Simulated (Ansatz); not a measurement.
Input deck for Ansatz 0.2.0, then the block of the output on the nuclei.

The cell is a COD entry, relaxed with PBE at fixed cell and then changed (z compressed by 1 %, ions relaxed).

```yaml
crystal:
  lattice:
    - [-3.28625, 3.28625, 2.951784]
    - [3.28625, -3.28625, 2.951784]
    - [3.28625, 3.28625, -2.951784]
  atoms:
    - { symbol: Hf, position: [0.75, 0.25, 0.5] }
    - { symbol: Hf, position: [0.0, 0.0, 0.0] }
    - { symbol: Si, position: [0.25, 0.75, 0.5] }
    - { symbol: Si, position: [0.5, 0.5, 0.0] }
    - { symbol: O, position: [0.1340001292, 0.3192780734, 0.8147220558] }
    - { symbol: O, position: [0.0692780734, 0.7545560176, 0.6852779442] }
    - { symbol: O, position: [0.5045560176, 0.3192780734, 0.1852779442] }
    - { symbol: O, position: [0.0692780734, 0.3840001292, 0.3147220558] }
    - { symbol: O, position: [0.6159998708, 0.9307219266, 0.6852779442] }
    - { symbol: O, position: [0.6807219266, 0.8659998708, 0.1852779442] }
    - { symbol: O, position: [0.2454439824, 0.9307219266, 0.3147220558] }
    - { symbol: O, position: [0.6807219266, 0.4954439824, 0.8147220558] }
kpoints:
  mp_grid: { grid: [7, 7, 7] }
scf:
  occupations: { method: fermi_dirac, width: 0.02 }
hamiltonian:
  xc: pbe
  pseudopotentials: { kind: paw }
output:
  forces: true
  stress: true
  populations: true
  efg:
    quadrupole_moments_barn: { Hf: 3.365, O: -0.02558 }
    contact_densities: true
relax:
  f_tol: 0.02
  max_steps: 60
```

```sh
ansatz run input.yaml --threads 4 --pin off --max-ram 8192MiB --backend cpu --events-out ev --progress --plain --runs-dir out
```

The run relaxes the ions first, and the block belongs to the relaxed positions.

Of the output, the block on the nuclei alone is shown; the set-up, the SCF iterations, energies, forces and stress are cut. One atom of each set with nearly equal values is shown.

```
--- PAW observables at the nuclei: V_zz in 10²¹ V/m², potentials from the cell's mean, atoms counted from 1 ---
  atom   1  Hf V_zz =   +12.765803   η = 0.0000   by run symmetry: allowed   C_q = +1038.6939 MHz
            electrostatic potential = -14175.943515 V   contact ρ = 7528559.596306 e/Å³
  atom   3  Si V_zz =    -1.924117   η = 0.0000   by run symmetry: allowed
            electrostatic potential = -1362.836921 V   contact ρ = 12802.841000 e/Å³
  atom   5  O  V_zz =    +4.605906   η = 0.8943   by run symmetry: allowed   C_q = -2.8489 MHz
            electrostatic potential = -626.727896 V   contact ρ = 2155.124014 e/Å³
```

The relaxation (3 steps) took 15 s of wall time (50 s of CPU time) and 0.75 GiB at its peak, on 4 threads of Intel Xeon Platinum 8488C (Sapphire Rapids) (x86_64; 16 cores open to the job, memory cap 8.0 GiB, no GPU), a shared host with a load of 0.5 a core.

Without spin–orbit coupling the gradients at and beside Hf can be off by some per cent, at some sites by more. At this changed cell the PBE pressure is 10 GPa.
